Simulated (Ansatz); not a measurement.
**How SiO₂ stores the work of compression**

Method: DFT LDA, scalar-relativistic, plane waves, PAW in Ansatz 0.2.0. (420 eV cutoff, 6×6×6 k-mesh, Gaussian smearing of 0.02 eV, no spin polarisation)

Reference structure (relaxed):

```xyz
6
Lattice="-2.4644 2.4644 3.6444 2.4644 -2.4644 3.6444 2.4644 2.4644 -3.6444" Properties=species:S:1:pos:R:3 pbc="T T T"
Si    0.0000    0.0000    0.0000
Si    0.0000    2.4644    1.8222
O     0.4857    1.2322    0.9111
O     1.2322    2.9502    2.7333
O    -1.2322    1.9787    2.7333
O    -0.4857    3.6967    0.9111
```

Cell and atoms were relaxed at each target pressure within the start's symmetry (I-42d), at zero temperature; other phases can be more stable under pressure. H = E + PV with P the target; E is the free energy at the smearing used, whose derivative the pressure is, per atom and counted from zero pressure. The mesh named is that at zero pressure; some other pressures ran on another.

```tsv
P (GPa)	V (Å³/atom)	E − E0 (meV)	H − H0 (meV)
0	14.756	0.0	0.0
3	12.957	15.2	257.8
8	11.191	73.1	631.9
15	9.738	172.1	1083.8
30	8.625	319.4	1934.4
60	7.671	576.9	3449.4
```

Question: Thermodynamics gives dH/dP = V along a relaxed path. Integrate V over P by the trapezoid rule and compare with the computed enthalpies.

Answer: With 1 eV/Å³ = 160.22 GPa, each step adds the mean volume times ΔP / 160.22:
| P (GPa) | ∫V dP (meV) | H − H0 (meV) | difference (meV) |
| --- | --- | --- | --- |
| 3 | 259.5 | 257.8 | 1.6 |
| 8 | 636.3 | 631.9 | 4.4 |
| 15 | 1093.4 | 1083.8 | 9.7 |
| 30 | 1953.0 | 1934.4 | 18.7 |
| 60 | 3478.7 | 3449.4 | 29.3 |

V(P) curves upward, so the trapezoid rule runs high; integrating a smooth curve through the same points (P as a polynomial of degree 4 in ln V) puts that excess at about 28.8 meV at 60 GPa, against the 29.3 meV found.

Question: At 60 GPa, how much of the enthalpy change is stored energy and how much is the PV term?

Answer: E rises by 577 meV/atom and PV is 60 × 7.671 / 160.22 = 2873 meV/atom, so PV makes 83 % of ΔH. So between rival structures at high pressure a small difference in volume can outweigh the difference in energy: 1 % of this volume is worth 28.7 meV/atom at this pressure.

Question: What bulk modulus do the lowest pressures give?

Answer: From the pressures that the runs reached, 0.00 GPa (14.756 Å³) and 2.99 GPa (12.957 Å³), B = −ΔP/Δln V = 2.99 / 0.1300 = 23 GPa, a mean over that range. Where layers or molecules are held by dispersion forces, this functional describes the zero-pressure volume and B poorly.

Question: The gap is 5.759 eV at 0.00 GPa and 6.226 eV at 2.99 GPa. What pressure coefficient and volume deformation potential follow?

Answer: dE_g/dP = 156.2 meV/GPa, and a_V = dE_g/d ln V = −B dE_g/dP = -3.59 eV. A gap that opens under pressure, with a_V of several eV below zero, is what an s-like antibonding conduction edge gives, since compression pushes it up. The band edges lie at other k points in the two runs, so this is a mean over different edges. Gaps are Kohn–Sham gaps over the whole zone.

This form isn't the usual stable structure of the compound.